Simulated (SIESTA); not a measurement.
Crystal: Ag.

```
Ag
1.0
     0.00000    2.04275    2.04275
     2.04275    0.00000    2.04275
     2.04275    2.04275    0.00000
Ag
1
Direct
  0.00000 0.00000 0.00000
```

Base run:

- Program: SIESTA 5.4.2
- Functional: PBE
- Potentials or basis: PseudoDojo 0.4 standard (PBE files)
- Basis: TZDP (energy shift 0.002 Ry)
- Grid cutoff: 800 Ry
- Energy shift: 0.002 Ry
- k mesh: 11 × 11 × 11
- Occupations: fermi-dirac, width 0.05 eV
- Spin: no spin polarisation

Its results: band gap on the k mesh none (metal or under the smearing width); pressure 4.6 GPa.

Question: The run is repeated on the same cell with these changes: basis from TZDP (energy shift 0.002 Ry) to TZP (energy shift 0.01 Ry); energy shift from 0.002 Ry to 0.01 Ry. What comes out?

Answer: Band gap on the k mesh none (metal or under the smearing width); pressure 2.8 GPa.

Caveats: semicore shells carry a single zeta, which can move pressures by several GPa and volumes by a few percent; the basis of atomic orbitals isn't converged, which shifts pressures, moduli and gaps.

Not every run made on this cell is shown here.
